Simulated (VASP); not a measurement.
# Y (P6_3/mmc) in VASP: further runs

Runs on Y. Level: PBEsol. Tasks: single point.

Program: VASP 6.6.1. These are calculated values, not measurements. Logs are shortened: lines on timing, memory, paths and dates and some standing lists are left out, and cuts for length are marked.

**1. Starting point**

The structure is hexagonal, space group P6_3/mmc (No. 194). The conventional cell has a = 3.647 Å, b = 3.647 Å, c = 5.731 Å, α = 90.00°, β = 90.00°, γ = 120.00°. Y (site symmetry -6m2) has 12 Y at 3.56 to 3.65 Å as nearest neighbours.

**2. Single point, PBEsol**

INCAR

```
SYSTEM = Y
PREC = Accurate ; ENCUT = 450
EDIFF = 1E-6 ; ISMEAR = -1
SIGMA = 0.15 ; LREAL = .FALSE.
LASPH = .TRUE. ; NELM = 100
ALGO = Normal ; ISIF = 2
LWAVE = .FALSE. ; LCHARG = .FALSE.
GGA = PS ; ADDGRID = .FALSE.
```

KPOINTS

```
regular mesh
0
G
  9 9 5
  0 0 0
```

POSCAR

```
Y
1.0
    3.6474000000      0.0000000000      0.0000000000
   -1.8237000000      3.1587410578      0.0000000000
    0.0000000000      0.0000000000      5.7306000000
Y
2
Direct
    0.6666666667      0.3333333333      0.7500000000
    0.3333333333      0.6666666667      0.2500000000
```

Potentials or basis: VASP PAW PBE potentials, release 64 (Y_sv).

Started as:

```
> cat potpaw_PBE.64/Y_sv/POTCAR > POTCAR
> mpirun -np 1 vasp_std > vasp.out
```

OUTCAR:

```text
SYSTEM = Y
   PREC = Accurate
   ENCUT = 450
   EDIFF = 1E-6
   ISMEAR = -1
   LREAL = .FALSE.
   LASPH = .TRUE.
   NELM = 100
   ISIF = 2
   GGA = PS

 Found     36 irreducible k-points:

 Following reciprocal coordinates:
            Coordinates               Weight
  0.000000  0.000000  0.000000      1.000000
  0.111111 -0.000000  0.000000      6.000000
  0.222222 -0.000000  0.000000      6.000000
  0.333333 -0.000000  0.000000      6.000000
  0.444444 -0.000000  0.000000      6.000000
  0.111111  0.111111  0.000000      6.000000
   k-points           NKPTS =     36   k-points in BZ     NKDIM =     36   number of bands    NBANDS=     15
   number of dos      NEDOS =    301   number of ions     NIONS =      2
   total plane-waves  NPLWV =  31360
   dimension x,y,z NGX =    28 NGY =   28 NGZ =   40
   dimension x,y,z NGXF=    56 NGYF=   56 NGZF=   80
   ions per type =               2
   NGX,Y,Z   is equivalent  to a cutoff of  12.76, 12.76, 11.60 a.u.
   NGXF,Y,Z  is equivalent  to a cutoff of  25.52, 25.52, 23.21 a.u.
 SYSTEM =  Y
   PREC   = accura    normal or accurate (medium, high low for compatibility)
   ISTART =      0    job   : 0-new  1-cont  2-samecut
   ICHARG =      2    charge: 1-file 2-atom 10-const
   ISPIN  =      1    spin polarized calculation?
   LNONCOLLINEAR =      F non collinear calculations
   LSORBIT =      F    spin-orbit coupling
   LASPH  =      T    aspherical Exc in radial PAW
   ENCUT  =  450.0 eV  33.07 Ry    5.75 a.u.   6.31  6.31  9.91*2*pi/ulx,y,z
   NELM   =    100;   NELMIN=  2; NELMDL= -5     # of ELM steps
   EDIFF  = 0.1E-05   stopping-criterion for ELM
   LREAL  =      F    real-space projection
   EDIFFG = 0.1E-04   stopping-criterion for IOM
   NSW    =      0    number of steps for IOM
   IBRION =     -1    ionic relax: 0-MD 1-quasi-New 2-CG
   NFREE  =      0    steps in history (QN), initial steepest desc. (CG)
   ISIF   =      2    stress and relaxation
   ISYM   =      2    0-nonsym 1-usesym 2-fastsym
   POTIM  = 0.5000    time-step for ionic-motion
   TEBEG  =    0.0;   TEEND  =   0.0 temperature during run
   PSTRESS=    0.0 pullay stress
   NELECT =      22.0000    total number of electrons
   NUPDOWN=      -1.0000    fix difference up-down
   EMIN   =  10.00;   EMAX   =-10.00  energy-range for DOS
   EFERMI =   0.00;   METHOD = LEGACY
   ISMEAR =    -1;   SIGMA  =   0.15  broadening in eV -4-tet -1-fermi 0-gaus
   EFERMI_NEDOS =   21; number of points for ismear=-14 and -15
   IALGO  =     38    algorithm
   IMIX   =      4    mixing-type and parameters
     AMIX     =   0.40;   BMIX     =  1.00
     AMIX_MAG =   1.60;   BMIX_MAG =  1.00
  volume/ion in A,a.u.               =      33.01       222.77
  Fermi-wavevector in a.u.,A,eV,Ry     =   1.134967  2.144777 17.526345  1.288150
  Thomas-Fermi vector in A             =   2.271671
   LORBIT       =      0    0 simple, 1 ext, 2 COOP (PROOUT), +10 PAW based schemes
   GGA     = PS    functional components
   LHFCALC =     F    Hartree Fock is set to
   AEXX    =    0.0000 exact exchange contribution
   IVDW    =     0    specifies the selected vdW correction
   LEPSILON=     F    determine dielectric tensor
   LRPA    =     F    only Hartree local field effects (RPA)
 non-spin polarized calculation
  energy-cutoff  :      450.00
  volume of cell :       66.02
 maximum number of plane-waves:      1442
 NGX is ok and might be reduce to    28
   NGX = 13   NGY = 13   NGZ = 19

 number of electron      22.0000000 magnetization

 Free energy of the ion-electron system (eV)
  ---------------------------------------------------
  ext. energy  EPLUGINS =         0.00000000
  ---------------------------------------------------
  free energy    TOTEN  =       -13.74966208 eV

  energy without entropy =      -13.49657472  energy(sigma->0) =      -13.62311840

 E-fermi :   2.8624     XC(G=0):  -9.5131

 val. band max:        2.8337040117   @ k =   0.4444   0.1111   0.4000
 cond. band min:       2.8797719952   @ k =   0.2222   0.1111   0.4000
 fundamental gap:      0.0460679836
 Fermi energy:         2.8623821882

 k-point     1 :       0.0000    0.0000    0.0000
  band No.  band energies     occupation
      1     -39.7423      2.00000
      2     -39.6701      2.00000
      3     -20.0397      2.00000
      4     -19.5610      2.00000
      5     -19.5610      2.00000
      6     -19.4727      2.00000
      7     -19.4727      2.00000
      8     -19.4477      2.00000
      9      -1.8330      2.00000
     10       0.9977      1.99999
     11       3.7356      0.00591
     12       4.6034      0.00002
     13       4.6034      0.00002
     14       4.8848      0.00000
     15       5.2015      0.00000

 k-point     2 :       0.1111   -0.0000    0.0000
  band No.  band energies     occupation
      1     -39.7363      2.00000
      2     -39.6680      2.00000
      3     -20.0181      2.00000
      4     -19.6046      2.00000
      5     -19.5758      2.00000
      6     -19.5183      2.00000
      7     -19.4784      2.00000
      8     -19.4579      2.00000
      9      -1.5730      2.00000
     10       1.2410      1.99996
     11       3.4790      0.03225
     12       4.0705      0.00064
     13       4.8461      0.00000
     14       4.9197      0.00000
     15       5.2818      0.00000

 k-point     3 :       0.2222   -0.0000    0.0000
  band No.  band energies     occupation
      1     -39.7206      2.00000
      2     -39.6632      2.00000
      3     -19.9586      2.00000
      4     -19.7153      2.00000
      5     -19.6295      2.00000
      6     -19.6113      2.00000
      7     -19.4944      2.00000
      8     -19.4885      2.00000
      9      -0.8551      2.00000
     10       1.8054      1.99826
     11       2.9216      0.80503
     12       3.3752      0.06344
     13       4.4325      0.00006
     14       4.8367      0.00000
     15       4.9539      0.00000

 k-point     4 :       0.3333   -0.0000    0.0000
  band No.  band energies     occupation
      1     -39.7010      2.00000
      2     -39.6594      2.00000
      3     -19.8767      2.00000
      4     -19.8419      2.00000
      5     -19.7492      2.00000
      6     -19.6497      2.00000
      7     -19.5372      2.00000
      8     -19.5143      2.00000
      9       0.1268      2.00000
     10       2.0297      1.99227
     11       2.3942      1.91553
     12       2.9821      0.62083
     13       4.4126      0.00006
     14       4.4609      0.00005
     15       4.5659      0.00002

 k-point     5 :       0.4444   -0.0000    0.0000
  band No.  band energies     occupation
      1     -39.6858      2.00000
      2     -39.6593      2.00000
      3     -19.9243      2.00000
      4     -19.8241      2.00000
      5     -19.8035      2.00000
      6     -19.6739      2.00000
      7     -19.5887      2.00000
      8     -19.5278      2.00000
      9       1.0024      1.99999
     10       1.7714      1.99861
     11       2.0905      1.98842
     12       2.7920      1.23047
     13       4.2629      0.00018
     14       4.3516      0.00010
     15       4.8303      0.00000

 k-point     6 :       0.1111    0.1111    0.0000
  band No.  band energies     occupation
      1     -39.7255      2.00000
      2     -39.6646      2.00000
      3     -19.9775      2.00000
      4     -19.6690      2.00000
      5     -19.6348      2.00000
      6     -19.5669      2.00000
      7     -19.4979      2.00000
      8     -19.4783      2.00000
      9      -1.0815      2.00000
     10       1.6663      1.99931
     11       3.0909      0.35783
     12       3.5214      0.02441
     13       4.5544      0.00003
     14       4.8208      0.00000
     15       5.2121      0.00000

 [... further k-points ...]

------------------------ aborting loop because EDIFF is reached ----------------------------------------

  FORCE on cell =-STRESS in cart. coord.  units (eV):
  Direction    XX          YY          ZZ          XY          YZ          ZX
  --------------------------------------------------------------------------------------
  -------------------------------------------------------------------------------------
  Total       -0.8004734     -0.8004734     -0.8488700     -0.0000000     -0.0000000      0.0000000
  in kB      -19.4249522    -19.4249522    -20.5993849     -0.0000000     -0.0000000      0.0000000
  external PRESSURE =     -19.8164298 kB  Pullay stress =       0.0000000 kB

 VOLUME and BASIS-vectors are now :
 -----------------------------------------------------------------------------
  energy-cutoff  :      450.00
  volume of cell :       66.02
      direct lattice vectors                 reciprocal lattice vectors
     3.647400000  0.000000000  0.000000000     0.274167900  0.158290911  0.000000000
    -1.823700000  3.158741058  0.000000000     0.000000000  0.316581822  0.000000000
     0.000000000  0.000000000  5.730600000     0.000000000  0.000000000  0.174501797

 POSITION                                       TOTAL-FORCE (eV/Angst)
 -----------------------------------------------------------------------------------
      1.82370      1.05291      4.29795        -0.000000     -0.000000      0.000000
     -0.00000      2.10583      1.43265         0.000000      0.000000      0.000000
 -----------------------------------------------------------------------------------
    total drift:                               -0.000000      0.000000     -0.000000

  FREE ENERGIE OF THE ION-ELECTRON SYSTEM (eV)
  ---------------------------------------------------
  free  energy   TOTEN  =       -13.7496620770 eV

  energy  without entropy=      -13.4965747208  energy(sigma->0) =      -13.62311840
```

It took 44 s on 1 thread of Intel Xeon Platinum 8488C (Sapphire Rapids), shared host; peak memory 0.2 GiB.

The run converged, but some of its settings lie outside the range that counts as converged, so its numbers aren't taken as properties of the crystal.

What came out:

| Property | Result |
| --- | --- |
| Free energy | -13.7497 eV |
| Pressure | -2.0 GPa |
| Band gap on the k mesh | none (metal or under the smearing width) |

Caveat: the PAW data sets were made with another functional, which shifts forces and pressure a little.

**3. Single point, PBEsol**

Changes to INCAR since step 2:

```diff
@@ -3,3 +3,3 @@
 EDIFF = 1E-6 ; ISMEAR = -1
-SIGMA = 0.15 ; LREAL = .FALSE.
+SIGMA = 0.4 ; LREAL = .FALSE.
 LASPH = .TRUE. ; NELM = 100
```

KPOINTS is that of step 2.

POSCAR is that of step 2.

Potentials or basis: VASP PAW PBE potentials, release 64 (Y_sv).

Started as:

```
> cat potpaw_PBE.64/Y_sv/POTCAR > POTCAR
> mpirun -np 1 vasp_std > vasp.out
```

OUTCAR:

```text
SYSTEM = Y
   PREC = Accurate
   ENCUT = 450
   EDIFF = 1E-6
   ISMEAR = -1
   LREAL = .FALSE.
   LASPH = .TRUE.
   NELM = 100
   ISIF = 2
   GGA = PS

 Found     36 irreducible k-points:

 Following reciprocal coordinates:
            Coordinates               Weight
  0.000000  0.000000  0.000000      1.000000
  0.111111 -0.000000  0.000000      6.000000
  0.222222 -0.000000  0.000000      6.000000
  0.333333 -0.000000  0.000000      6.000000
  0.444444 -0.000000  0.000000      6.000000
  0.111111  0.111111  0.000000      6.000000
   k-points           NKPTS =     36   k-points in BZ     NKDIM =     36   number of bands    NBANDS=     15
   number of dos      NEDOS =    301   number of ions     NIONS =      2
   total plane-waves  NPLWV =  31360
   dimension x,y,z NGX =    28 NGY =   28 NGZ =   40
   dimension x,y,z NGXF=    56 NGYF=   56 NGZF=   80
   ions per type =               2
   NGX,Y,Z   is equivalent  to a cutoff of  12.76, 12.76, 11.60 a.u.
   NGXF,Y,Z  is equivalent  to a cutoff of  25.52, 25.52, 23.21 a.u.
 SYSTEM =  Y
   PREC   = accura    normal or accurate (medium, high low for compatibility)
   ISTART =      0    job   : 0-new  1-cont  2-samecut
   ICHARG =      2    charge: 1-file 2-atom 10-const
   ISPIN  =      1    spin polarized calculation?
   LNONCOLLINEAR =      F non collinear calculations
   LSORBIT =      F    spin-orbit coupling
   LASPH  =      T    aspherical Exc in radial PAW
   ENCUT  =  450.0 eV  33.07 Ry    5.75 a.u.   6.31  6.31  9.91*2*pi/ulx,y,z
   NELM   =    100;   NELMIN=  2; NELMDL= -5     # of ELM steps
   EDIFF  = 0.1E-05   stopping-criterion for ELM
   LREAL  =      F    real-space projection
   EDIFFG = 0.1E-04   stopping-criterion for IOM
   NSW    =      0    number of steps for IOM
   IBRION =     -1    ionic relax: 0-MD 1-quasi-New 2-CG
   NFREE  =      0    steps in history (QN), initial steepest desc. (CG)
   ISIF   =      2    stress and relaxation
   ISYM   =      2    0-nonsym 1-usesym 2-fastsym
   POTIM  = 0.5000    time-step for ionic-motion
   TEBEG  =    0.0;   TEEND  =   0.0 temperature during run
   PSTRESS=    0.0 pullay stress
   NELECT =      22.0000    total number of electrons
   NUPDOWN=      -1.0000    fix difference up-down
   EMIN   =  10.00;   EMAX   =-10.00  energy-range for DOS
   EFERMI =   0.00;   METHOD = LEGACY
   ISMEAR =    -1;   SIGMA  =   0.40  broadening in eV -4-tet -1-fermi 0-gaus
   EFERMI_NEDOS =   21; number of points for ismear=-14 and -15
[... 19 lines left out ...]
   NGX = 13   NGY = 13   NGZ = 19

 number of electron      22.0000000 magnetization

 Free energy of the ion-electron system (eV)
  ---------------------------------------------------
  ext. energy  EPLUGINS =         0.00000000
  ---------------------------------------------------
  free energy    TOTEN  =       -14.43454080 eV

  energy without entropy =      -12.91971752  energy(sigma->0) =      -13.67712916

 E-fermi :   2.8732     XC(G=0):  -9.5077

 val. band max:        2.8527531351   @ k =   0.4444   0.1111   0.4000
 cond. band min:       2.8985409989   @ k =   0.2222   0.1111   0.4000
 fundamental gap:      0.0457878639
 Fermi energy:         2.8732367264

 k-point     1 :       0.0000    0.0000    0.0000
  band No.  band energies     occupation
      1     -39.6858      2.00000
      2     -39.6133      2.00000
      3     -19.9918      2.00000
      4     -19.5101      2.00000
      5     -19.5101      2.00000
      6     -19.4214      2.00000
      7     -19.4214      2.00000
      8     -19.3971      2.00000
      9      -1.8274      1.99998
     10       1.0114      1.98114
     11       3.7390      0.20599
     12       4.6259      0.02470
     13       4.6259      0.02470
     14       4.9089      0.01225
[... 77 lines left out ...]
      2     -39.6077      2.00000
      3     -19.9293      2.00000
      4     -19.6186      2.00000
      5     -19.5843      2.00000
      6     -19.5161      2.00000
      7     -19.4467      2.00000
      8     -19.4278      2.00000
      9      -1.0754      1.99990
     10       1.6815      1.90327
     11       3.0986      0.72556
     12       3.5383      0.31883
     13       4.5749      0.02801
     14       4.8434      0.01442
     15       5.2351      0.00544

 [... further k-points ...]

------------------------ aborting loop because EDIFF is reached ----------------------------------------

  FORCE on cell =-STRESS in cart. coord.  units (eV):
  Direction    XX          YY          ZZ          XY          YZ          ZX
  --------------------------------------------------------------------------------------
  -------------------------------------------------------------------------------------
  Total       -0.4547287     -0.4547287     -0.0670455      0.0000000      0.0000000     -0.0000000
  in kB      -11.0348250    -11.0348250     -1.6269818      0.0000000      0.0000000     -0.0000000
  external PRESSURE =      -7.8988773 kB  Pullay stress =       0.0000000 kB

 VOLUME and BASIS-vectors are now :
 -----------------------------------------------------------------------------
  energy-cutoff  :      450.00
  volume of cell :       66.02
      direct lattice vectors                 reciprocal lattice vectors
     3.647400000  0.000000000  0.000000000     0.274167900  0.158290911  0.000000000
    -1.823700000  3.158741058  0.000000000     0.000000000  0.316581822  0.000000000
     0.000000000  0.000000000  5.730600000     0.000000000  0.000000000  0.174501797

 POSITION                                       TOTAL-FORCE (eV/Angst)
 -----------------------------------------------------------------------------------
      1.82370      1.05291      4.29795        -0.000000      0.000000      0.000000
     -0.00000      2.10583      1.43265         0.000000     -0.000000      0.000000
 -----------------------------------------------------------------------------------
    total drift:                               -0.000000      0.000000     -0.000000

  FREE ENERGIE OF THE ION-ELECTRON SYSTEM (eV)
  ---------------------------------------------------
  free  energy   TOTEN  =       -14.4345407996 eV

  energy  without entropy=      -12.9197175215  energy(sigma->0) =      -13.67712916
```

OSZICAR:

```text
N       E                     dE             d eps       ncg     rms          rms(c)
DAV:   1     0.805956433694E+02    0.80596E+02   -0.10754E+04  1088   0.125E+03
DAV:   2    -0.762682629028E+01   -0.88222E+02   -0.87137E+02  1360   0.268E+02
DAV:   3    -0.147454452501E+02   -0.71186E+01   -0.70457E+01  2039   0.456E+01
DAV:   4    -0.148784945474E+02   -0.13305E+00   -0.13284E+00  1241   0.686E+00
DAV:   5    -0.148815573609E+02   -0.30628E-02   -0.30616E-02  1522   0.830E-01    0.336E+01
DAV:   6    -0.145154427732E+02    0.36611E+00   -0.45900E-01  1080   0.475E+00    0.208E+01
DAV:   7    -0.144473786190E+02    0.68064E-01   -0.87059E-01  1396   0.597E+00    0.169E+00
DAV:   8    -0.144351657157E+02    0.12213E-01   -0.16718E-01  1311   0.270E+00    0.101E+00
DAV:   9    -0.144344767288E+02    0.68899E-03   -0.47135E-03  1495   0.487E-01    0.419E-01
DAV:  10    -0.144345755831E+02   -0.98854E-04   -0.15996E-03  1176   0.413E-01    0.268E-01
DAV:  11    -0.144345422144E+02    0.33369E-04   -0.11195E-04  1596   0.102E-01    0.242E-02
DAV:  12    -0.144345386744E+02    0.35400E-05   -0.21248E-05  1264   0.430E-02    0.228E-02
DAV:  13    -0.144345404435E+02   -0.17690E-05   -0.76301E-06  1262   0.242E-02    0.215E-03
DAV:  14    -0.144345407996E+02   -0.35610E-06   -0.22170E-06   666   0.313E-03
   1 F= -.14434541E+02 E0= -.13677129E+02  d E =-.151482E+01
```

Wall time 39 s (1 thread of Intel Xeon Platinum 8488C (Sapphire Rapids), shared host); peak memory 0.19 GiB.

These settings aren't checked as converged: the numbers below hold their error.

Results:

```
Free energy            : -14.4345 eV
Pressure               : -0.8 GPa
Band gap on the k mesh : none (metal or under the smearing width)
```

Caveat: the PAW data sets were made with another functional, which shifts forces and pressure a little.

(Continued in part 2 of 2.)
